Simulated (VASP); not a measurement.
# 2H-WS2 monolayer under biaxial strain, part 7 of 7

How do the gap and the band positions of 2H-WS2 monolayer follow biaxial strain?

VASP 6.6.1, plane waves and PAW; the level of theory is named at each step.

So far. Step 17 (Strained, atoms relaxed, biaxial strain 0.02): The run ended after 3 ionic steps, 0.010 eV below its first step, once the forces on the free atoms met EDIFFG = -0.015.

**19. Strained, atoms relaxed, biaxial strain 0.03**

This step: PBE with D3(BJ), no spin polarisation; plane waves and PAW (W, S) (VASP 6.6.1).

Input file INCAR:

```
SYSTEM = WS2
PREC = Normal
ENCUT = 350
EDIFF = 1E-06
NELM = 120
ISMEAR = 0
SIGMA = 0.03
LREAL = .FALSE.
ALGO = Fast
GGA = PE
IVDW = 12
NBANDS = 15
LASPH = .TRUE.
LORBIT = 11
LWAVE = .FALSE.
LCHARG = .FALSE.
KPAR = 4
IBRION = 2
NSW = 30
ISIF = 2
EDIFFG = -0.015
POTIM = 0.4
MAXMIX = 40
IDIPOL = 3
LDIPOL = .TRUE.
DIPOL = 0.5 0.5 0.5
```

Input file POSCAR:

```
WS2
1.0
    3.2471593677      0.0000000000      0.0000000000
   -1.6235796839      2.8121225026      0.0000000000
    0.0000000000      0.0000000000     22.0000000000
W S
1 2
Direct
    0.3333333333      0.6666666667      0.5000000000
    0.6666666667      0.3333333333      0.4283955868
    0.6666666667      0.3333333333      0.5716044132
```

Input file KPOINTS:

```
Automatic mesh
0
Gamma
12 12 1
0 0 0
```

The projector-augmented-wave data sets are W and S (PBE family, release 64).

On the command line:

```console
> mpirun -np 4 vasp_std
```

Output:

```text
[... set-up lines as in an earlier step ...]
 entering main loop
       N       E                     dE             d eps       ncg     rms          rms(c)
DAV:   1     0.108225135484E+03    0.10823E+03   -0.50372E+03   570   0.646E+02
DAV:   2    -0.123795114134E+02   -0.12060E+03   -0.11270E+03   987   0.152E+02
DAV:   3    -0.250526453837E+02   -0.12673E+02   -0.12575E+02   815   0.604E+01
DAV:   4    -0.252616899253E+02   -0.20904E+00   -0.20869E+00   718   0.974E+00
[...]
RMM:  20    -0.236644755915E+02   -0.76522E-05   -0.93471E-07   412   0.464E-03    0.133E-03
RMM:  21    -0.236644773578E+02   -0.17662E-05   -0.20854E-07   370   0.288E-03    0.324E-03
RMM:  22    -0.236644779829E+02   -0.62514E-06   -0.43495E-08   264   0.139E-03
   1 F= -.24542676E+02 E0= -.24542676E+02  d E =-.245427E+02
[...]
N       E                     dE             d eps       ncg     rms          rms(c)
DAV:   1    -0.236744178890E+02   -0.99405E-02   -0.12028E+00   682   0.596E+00    0.902E-01
[...]
RMM:   9    -0.236793364519E+02   -0.17035E-05   -0.17367E-05   569   0.227E-02    0.174E-02
RMM:  10    -0.236793389688E+02   -0.25170E-05   -0.22163E-06   442   0.109E-02    0.352E-03
RMM:  11    -0.236793391237E+02   -0.15482E-06   -0.56109E-07   391   0.471E-03
   2 F= -.24562081E+02 E0= -.24562081E+02  d E =-.194055E-01
 trial-energy change:   -0.019405  1 .order   -0.019248   -0.030231   -0.008265
 step:   1.3555(harm=  1.3762)  dis= 0.03274  next Energy=   -24.563557 (dE=-0.209E-01)
[...]
N       E                     dE             d eps       ncg     rms          rms(c)
DAV:   1    -0.236786019761E+02    0.73699E-03   -0.15277E-01   675   0.213E+00    0.313E-01
RMM:   2    -0.236790761762E+02   -0.47420E-03   -0.62285E-03   571   0.651E-01    0.119E-01
RMM:   3    -0.236792160373E+02   -0.13986E-03   -0.13924E-03   584   0.253E-01    0.231E-02
RMM:   4    -0.236792450716E+02   -0.29034E-04   -0.25591E-04   608   0.113E-01    0.325E-02
RMM:   5    -0.236792443860E+02    0.68560E-06   -0.42009E-05   602   0.462E-02    0.146E-02
RMM:   6    -0.236792442219E+02    0.16405E-06   -0.86539E-06   518   0.185E-02
   3 F= -.24563601E+02 E0= -.24563601E+02  d E =-.209256E-01
[...]
reached required accuracy - stopping structural energy minimisation
```

Wall time 16 s (4 MPI ranks of Intel Xeon Platinum 8488C (Sapphire Rapids), shared host); peak memory 0.77 GiB.

OUTCAR, selected parts (step 19):

```text
 Edisp (eV)   -0.88274

 Edisp (eV)   -0.88436

  Total      -2.82590    -2.82590    -0.07603     0.00000     0.00000     0.00000
  in kB     -22.53755   -22.53755    -0.60635     0.00000     0.00000     0.00000
  external pressure =      -15.23 kB  Pullay stress =        0.00 kB

 POSITION                                       TOTAL-FORCE (eV/Angst)
 -----------------------------------------------------------------------------------
     -0.00000      1.87475     11.00000         0.000000      0.000000      0.000000
      1.62358      0.93737      9.45744        -0.000000      0.000000      0.002564
      1.62358      0.93737     12.54256         0.000000     -0.000000     -0.002564
 -----------------------------------------------------------------------------------
    total drift:                                0.000003     -0.000002      0.000000

  FREE ENERGIE OF THE ION-ELECTRON SYSTEM (eV)
  ---------------------------------------------------
  free  energy   TOTEN  =       -24.5636011627 eV

  energy  without entropy=      -24.5636011627  energy(sigma->0) =      -24.56360116

[... 2 parts as in an earlier step ...]

[... 2 further parts left out ...]
[key lines of the parts left out:]
E-fermi :  -2.4094
```

The run ended after 3 ionic steps, 0.021 eV below its first step, once the forces on the free atoms met EDIFFG = -0.015.

**20. Strained, levels with spin-orbit coupling, biaxial strain 0.03**

This step: PBE with D3(BJ), spin-orbit coupling, no spin polarisation; plane waves and PAW (W, S) (VASP 6.6.1).

Input file INCAR:

```
SYSTEM = WS2
PREC = Normal
ENCUT = 350
EDIFF = 1E-06
NELM = 120
ISMEAR = 0
SIGMA = 0.03
LREAL = .FALSE.
ALGO = Fast
GGA = PE
IVDW = 12
LNONCOLLINEAR = .TRUE.
MAGMOM = 0 0 0 0 0 0 0 0 0
NBANDS = 30
GGA_COMPAT = .FALSE.
LASPH = .TRUE.
LSORBIT = .TRUE.
LMAXMIX = 4
LWAVE = .FALSE.
LCHARG = .FALSE.
KPAR = 4
IDIPOL = 3
LDIPOL = .TRUE.
DIPOL = 0.5 0.5 0.5
LVHAR = .TRUE.
LVACPOTAV = .TRUE.
```

Input file POSCAR:

```
WS2
1.0
    3.2471593677      0.0000000000      0.0000000000
   -1.6235796839      2.8121225026      0.0000000000
    0.0000000000      0.0000000000     22.0000000000
W S
1 2
Direct
    0.3333333333      0.6666666667      0.5000000000
    0.6666666667      0.3333333333      0.4298837856
    0.6666666667      0.3333333333      0.5701162144
```

KPOINTS is that of step 19.

Input file KPOINTS_OPT:

```
Line mode
14
Line-mode
Reciprocal
  0.00000000   0.00000000   0.00000000 GAMMA
  0.50000000   0.00000000   0.00000000 M

  0.50000000   0.00000000   0.00000000 M
  0.33333333   0.33333333   0.00000000 K

  0.33333333   0.33333333   0.00000000 K
  0.00000000   0.00000000   0.00000000 GAMMA
```

On the command line:

```console
> mpirun -np 4 vasp_ncl
```

Output:

```text
[... set-up lines as in an earlier step ...]
 entering main loop
       N       E                     dE             d eps       ncg     rms          rms(c)
DAV:   1     0.115229131230E+03    0.11523E+03   -0.49986E+03  1868   0.653E+02
DAV:   2    -0.896974240886E+01   -0.12420E+03   -0.11710E+03  2838   0.166E+02
DAV:   3    -0.249881257754E+02   -0.16018E+02   -0.15881E+02  2560   0.676E+01
DAV:   4    -0.253631918880E+02   -0.37507E+00   -0.37328E+00  2484   0.126E+01
[...]
RMM:  22    -0.238381353937E+02   -0.10839E-04   -0.65879E-07  1872   0.360E-03    0.164E-03
RMM:  23    -0.238381368197E+02   -0.14260E-05   -0.85209E-08  1337   0.223E-03    0.822E-04
RMM:  24    -0.238381377602E+02   -0.94052E-06   -0.40792E-08  1006   0.118E-03
 [... a notice as in an earlier step ...]

   1 F= -.24722495E+02 E0= -.24722495E+02  d E =-.669652E-18  mag=     0.0000     0.0000     0.0000
 Start KPOINTS_OPT (optional k-point list driver)
k-point batch [1-31\42]
       N       E                     dE             ncg
DAV:   1    -0.173018317250E+03   -0.13284E+05     1892
DAV:   2    -0.402373308075E+04   -0.38507E+04     2898
DAV:   3    -0.447264481042E+04   -0.44891E+03     2454
DAV:   4    -0.448244863192E+04   -0.98038E+01     2444
DAV:   5    -0.448265620654E+04   -0.20757E+00     2394
DAV:   6    -0.448266415151E+04   -0.79450E-02     2512
DAV:   7    -0.448266449765E+04   -0.34615E-03     2446
DAV:   8    -0.448266451543E+04   -0.17778E-04     2370
DAV:   9    -0.448266451637E+04   -0.93498E-06     1808
k-point batch [32-42\42]
       N       E                     dE             ncg
DAV:   1     0.110171325447E+05   -0.24738E+04      700
DAV:   2     0.984073112584E+04   -0.11764E+04     1044
DAV:   3     0.968044842971E+04   -0.16028E+03      896
DAV:   4     0.967648891516E+04   -0.39595E+01      896
DAV:   5     0.967638046555E+04   -0.10845E+00      834
DAV:   6     0.967637558377E+04   -0.48818E-02      934
DAV:   7     0.967637540877E+04   -0.17499E-03      912
DAV:   8     0.967637540128E+04   -0.74949E-05      862
DAV:   9     0.967637540093E+04   -0.35243E-06      642
```

Elapsed: 92 s, on 4 MPI ranks; peak memory 2 GiB.

From OUTCAR (step 20):

```text
 Edisp (eV)   -0.88436

  Total      -2.82385    -2.82385    -0.09329     0.00000     0.00000     0.00000
  in kB     -22.52121   -22.52121    -0.74403     0.00000     0.00000     0.00000
  external pressure =      -15.26 kB  Pullay stress =        0.00 kB

 POSITION                                       TOTAL-FORCE (eV/Angst)
 -----------------------------------------------------------------------------------
     -0.00000      1.87475     11.00000        -0.000000     -0.000000      0.000000
      1.62358      0.93737      9.45744         0.000000     -0.000000      0.004601
      1.62358      0.93737     12.54256         0.000000      0.000000     -0.004601
 -----------------------------------------------------------------------------------
    total drift:                                0.000002     -0.000001      0.000000

  FREE ENERGIE OF THE ION-ELECTRON SYSTEM (eV)
  ---------------------------------------------------
  free  energy   TOTEN  =       -24.7224947009 eV

  energy  without entropy=      -24.7224947009  energy(sigma->0) =      -24.72249470

[... 2 parts as in an earlier step ...]

[... 1 further part left out ...]
[key lines of the parts left out:]
E-fermi :  -2.3430
```

On-site spin-orbit energy by atom:

```
atom  on-site spin-orbit energy (eV)
  W1                          -0.317
  S2                          -0.003
  S3                          -0.003
```

**21. Strained, atoms relaxed, biaxial strain 0.04**

This step: PBE with D3(BJ), no spin polarisation; plane waves and PAW (W, S) (VASP 6.6.1).

Input file INCAR:

```
SYSTEM = WS2
PREC = Normal
ENCUT = 350
EDIFF = 1E-06
NELM = 120
ISMEAR = 0
SIGMA = 0.03
LREAL = .FALSE.
ALGO = Fast
GGA = PE
IVDW = 12
NBANDS = 15
LASPH = .TRUE.
LORBIT = 11
LWAVE = .FALSE.
LCHARG = .FALSE.
KPAR = 4
IBRION = 2
NSW = 30
ISIF = 2
EDIFFG = -0.015
POTIM = 0.4
MAXMIX = 40
IDIPOL = 3
LDIPOL = .TRUE.
DIPOL = 0.5 0.5 0.5
```

Input file POSCAR:

```
WS2
1.0
    3.2786851868      0.0000000000      0.0000000000
   -1.6393425934      2.8394246628      0.0000000000
    0.0000000000      0.0000000000     22.0000000000
W S
1 2
Direct
    0.3333333333      0.6666666667      0.5000000000
    0.6666666667      0.3333333333      0.4283955868
    0.6666666667      0.3333333333      0.5716044132
```

KPOINTS is that of step 20.

On the command line:

```console
> mpirun -np 4 vasp_std
```

Output:

```text
[... set-up lines as in an earlier step ...]
 entering main loop
       N       E                     dE             d eps       ncg     rms          rms(c)
DAV:   1     0.105660488804E+03    0.10566E+03   -0.50347E+03   578   0.644E+02
DAV:   2    -0.127631000162E+02   -0.11842E+03   -0.11102E+03   934   0.152E+02
DAV:   3    -0.250428729224E+02   -0.12280E+02   -0.12179E+02   823   0.593E+01
DAV:   4    -0.252633354382E+02   -0.22046E+00   -0.21966E+00   733   0.977E+00
[...]
RMM:  20    -0.236060246387E+02   -0.10016E-04   -0.10139E-06   412   0.500E-03    0.131E-03
RMM:  21    -0.236060261112E+02   -0.14725E-05   -0.21604E-07   377   0.301E-03    0.275E-03
RMM:  22    -0.236060269232E+02   -0.81198E-06   -0.41565E-08   269   0.141E-03
   1 F= -.24466340E+02 E0= -.24466340E+02  d E =-.244663E+02
[...]
N       E                     dE             d eps       ncg     rms          rms(c)
DAV:   1    -0.236248698347E+02   -0.18844E-01   -0.19919E+00   654   0.764E+00    0.116E+00
[...]
RMM:  10    -0.236330496194E+02   -0.29412E-05   -0.10645E-06   405   0.796E-03    0.562E-03
RMM:  11    -0.236330505388E+02   -0.91937E-06   -0.57334E-07   396   0.424E-03
   2 F= -.24499075E+02 E0= -.24499075E+02  d E =-.327353E-01
 trial-energy change:   -0.032735  1 .order   -0.032417   -0.050141   -0.014693
 step:   1.3857(harm=  1.4145)  dis= 0.04310  next Energy=   -24.501926 (dE=-0.356E-01)
[...]
N       E                     dE             d eps       ncg     rms          rms(c)
DAV:   1    -0.236325252618E+02    0.52436E-03   -0.29727E-01   654   0.296E+00    0.434E-01
RMM:   2    -0.236334567484E+02   -0.93149E-03   -0.12081E-02   571   0.905E-01    0.157E-01
RMM:   3    -0.236337384734E+02   -0.28172E-03   -0.30547E-03   581   0.362E-01    0.526E-02
RMM:   4    -0.236337796522E+02   -0.41179E-04   -0.45115E-04   596   0.158E-01    0.375E-02
RMM:   5    -0.236337759937E+02    0.36585E-05   -0.94038E-05   591   0.707E-02    0.232E-02
RMM:   6    -0.236337756636E+02    0.33009E-06   -0.21743E-05   601   0.310E-02    0.107E-02
RMM:   7    -0.236337747580E+02    0.90558E-06   -0.40343E-06   484   0.127E-02
   3 F= -.24502000E+02 E0= -.24502000E+02  d E =-.356609E-01
[...]
reached required accuracy - stopping structural energy minimisation
```

It took 16 s on 4 MPI ranks; peak memory 0.79 GiB; 51 s of CPU time.

From OUTCAR (step 21):

```text
 Edisp (eV)   -0.86602

 Edisp (eV)   -0.86823

  Total      -3.68930    -3.68930    -0.08486     0.00000    -0.00000    -0.00000
  in kB     -28.86039   -28.86039    -0.66382     0.00000    -0.00000    -0.00000
  external pressure =      -19.46 kB  Pullay stress =        0.00 kB

 POSITION                                       TOTAL-FORCE (eV/Angst)
 -----------------------------------------------------------------------------------
     -0.00000      1.89295     11.00000         0.000000     -0.000000      0.000000
      1.63934      0.94647      9.46781        -0.000000      0.000000      0.005699
      1.63934      0.94647     12.53219        -0.000000     -0.000000     -0.005699
 -----------------------------------------------------------------------------------
    total drift:                                0.000002     -0.000001      0.000000

  FREE ENERGIE OF THE ION-ELECTRON SYSTEM (eV)
  ---------------------------------------------------
  free  energy   TOTEN  =       -24.5020003979 eV

  energy  without entropy=      -24.5020003979  energy(sigma->0) =      -24.50200040

[... 2 parts as in an earlier step ...]

[... 2 further parts left out ...]
[key lines of the parts left out:]
E-fermi :  -2.3259
```

The run ended after 3 ionic steps, 0.036 eV below its first step, once the forces on the free atoms met EDIFFG = -0.015.

**22. Strained, levels with spin-orbit coupling, biaxial strain 0.04**

This step: PBE with D3(BJ), spin-orbit coupling, no spin polarisation; plane waves and PAW (W, S) (VASP 6.6.1).

Input file INCAR:

```
SYSTEM = WS2
PREC = Normal
ENCUT = 350
EDIFF = 1E-06
NELM = 120
ISMEAR = 0
SIGMA = 0.03
LREAL = .FALSE.
ALGO = Fast
GGA = PE
IVDW = 12
LNONCOLLINEAR = .TRUE.
MAGMOM = 0 0 0 0 0 0 0 0 0
NBANDS = 30
GGA_COMPAT = .FALSE.
LASPH = .TRUE.
LSORBIT = .TRUE.
LMAXMIX = 4
LWAVE = .FALSE.
LCHARG = .FALSE.
KPAR = 4
IDIPOL = 3
LDIPOL = .TRUE.
DIPOL = 0.5 0.5 0.5
LVHAR = .TRUE.
LVACPOTAV = .TRUE.
```

Input file POSCAR:

```
WS2
1.0
    3.2786851868      0.0000000000      0.0000000000
   -1.6393425934      2.8394246628      0.0000000000
    0.0000000000      0.0000000000     22.0000000000
W S
1 2
Direct
    0.3333333333      0.6666666667      0.5000000000
    0.6666666667      0.3333333333      0.4303547868
    0.6666666667      0.3333333333      0.5696452132
```

KPOINTS is that of step 21.

KPOINTS_OPT is that of step 20.

On the command line:

```console
> mpirun -np 4 vasp_ncl
```

Output:

```text
[... set-up lines as in an earlier step ...]
 entering main loop
       N       E                     dE             d eps       ncg     rms          rms(c)
DAV:   1     0.114208509067E+03    0.11421E+03   -0.49776E+03  1884   0.652E+02
DAV:   2    -0.898781199495E+01   -0.12320E+03   -0.11599E+03  2802   0.165E+02
DAV:   3    -0.249789410792E+02   -0.15991E+02   -0.15856E+02  2592   0.674E+01
DAV:   4    -0.253610306625E+02   -0.38209E+00   -0.38008E+00  2444   0.127E+01
[...]
RMM:  23    -0.237928381530E+02   -0.14870E-05   -0.91379E-08  1333   0.232E-03    0.820E-04
RMM:  24    -0.237928391683E+02   -0.10153E-05   -0.43740E-08  1020   0.120E-03    0.324E-04
RMM:  25    -0.237928393181E+02   -0.14977E-06   -0.10939E-08   753   0.818E-04
 [... a notice as in an earlier step ...]

   1 F= -.24661065E+02 E0= -.24661065E+02  d E =-.140129E-17  mag=     0.0000    -0.0000    -0.0000
 Start KPOINTS_OPT (optional k-point list driver)
k-point batch [1-31\42]
       N       E                     dE             ncg
DAV:   1    -0.209864388600E+03   -0.13062E+05     1876
DAV:   2    -0.402926604364E+04   -0.38194E+04     2854
DAV:   3    -0.449812500602E+04   -0.46886E+03     2504
DAV:   4    -0.450861045403E+04   -0.10485E+02     2414
DAV:   5    -0.450883944468E+04   -0.22899E+00     2414
DAV:   6    -0.450884853301E+04   -0.90883E-02     2490
DAV:   7    -0.450884889189E+04   -0.35888E-03     2510
DAV:   8    -0.450884890724E+04   -0.15357E-04     2330
DAV:   9    -0.450884890801E+04   -0.76410E-06     1774
k-point batch [32-42\42]
       N       E                     dE             ncg
DAV:   1     0.110324933409E+05   -0.23536E+04      660
DAV:   2     0.979489785119E+04   -0.12376E+04     1022
DAV:   3     0.960843329134E+04   -0.18646E+03      906
DAV:   4     0.960342815215E+04   -0.50051E+01      902
DAV:   5     0.960331038610E+04   -0.11777E+00      856
DAV:   6     0.960330622710E+04   -0.41590E-02      940
DAV:   7     0.960330606316E+04   -0.16394E-03      912
DAV:   8     0.960330605839E+04   -0.47647E-05      828
DAV:   9     0.960330605812E+04   -0.26732E-06      666
```

Elapsed: 89 s, on 4 MPI ranks; peak memory 2 GiB.

OUTCAR, selected parts (step 22):

```text
 Edisp (eV)   -0.86823

  Total      -3.68237    -3.68237    -0.09674     0.00000     0.00000    -0.00000
  in kB     -28.80615   -28.80615    -0.75676     0.00000     0.00000    -0.00000
  external pressure =      -19.46 kB  Pullay stress =        0.00 kB

 POSITION                                       TOTAL-FORCE (eV/Angst)
 -----------------------------------------------------------------------------------
     -0.00000      1.89295     11.00000        -0.000000      0.000000      0.000000
      1.63934      0.94647      9.46781         0.000000      0.000000      0.005617
      1.63934      0.94647     12.53219         0.000000      0.000000     -0.005617
 -----------------------------------------------------------------------------------
    total drift:                                0.000003     -0.000002     -0.000000

  FREE ENERGIE OF THE ION-ELECTRON SYSTEM (eV)
  ---------------------------------------------------
  free  energy   TOTEN  =       -24.6610649580 eV

  energy  without entropy=      -24.6610649580  energy(sigma->0) =      -24.66106496

[... 2 parts as in an earlier step ...]

[... 1 further part left out ...]
[key lines of the parts left out:]
E-fermi :  -2.3324
```

On-site spin-orbit energy by atom:

```
atom  on-site spin-orbit energy (eV)
  W1                          -0.317
  S2                          -0.003
  S3                          -0.003
```

**23. All strains together**

This step: monolayer under biaxial strain, PBE + D3(BJ); plane waves and PAW (VASP 6.6.1).

This step runs nothing: it gathers the runs above.

Numbers from this step:

| Property | Result |
| --- | --- |
| lattice a | 3.153 Å |

Gaps on mesh and path; the strain energy is without spin-orbit coupling. Strain series, by row:

```
biaxial strain (%)  strain energy (J/m²)  thickness (Å)  gap with spin-orbit coupling (eV)  least direct gap (eV)  highest filled level below the vacuum (eV)
                -4                  0.33          3.249                              1.436                  2.234                                       5.316
                -3                0.1831          3.224                              1.488                  2.113                                       5.341
                -2               0.08098          3.199                               1.54                  1.968                                        5.37
                -1               0.02087          3.175                              1.587                  1.819                                       5.404
                 0              -7.82e-7          3.151                              1.631                  1.673                                       5.442
                 1               0.01605          3.129                              1.537                  1.537                                       5.484
                 2               0.06703          3.106                              1.409                  1.409                                       5.531
                 3                0.1508          3.085                              1.285                  1.293                                       5.572
                 4                0.2655          3.064                              1.067                  1.187                                       5.512
```

**24. What came out**

- lattice a: 3.15 Å

**Reading.** The gap with spin-orbit coupling runs from 1.44 eV at -4 % to 1.07 eV at +4 %; the largest value among the strains run is 1.63 eV, at +0 %, and the band edges may change valleys between rows. Under tension its steps for each per cent are -94, -128, -125 and -217 meV. A cubic fit of the strain energy gives a curvature of 186 N/m in E = k ε², which is C11 + C12 for this hexagonal sheet. The sheet's thickness goes from 3.25 to 3.06 Å. Gaps are read on mesh and path and are too small at this level. The small cell can't ripple under compression.

[Lines on the potential files, build, host, timing and source positions are cut from VASP's logs without a mark.]

[Logs are printed without paths, hosts, clocks, repeated set-up lines and the standing remarks that a program may print on its own settings, such as how far it seeks lower states.]

[Hosts, paths, dates, database ids (printed as entryN), source tags and the programs' standing remarks are cut or masked in the printed files.]

[Runs that stopped without an error message from VASP are left out.]
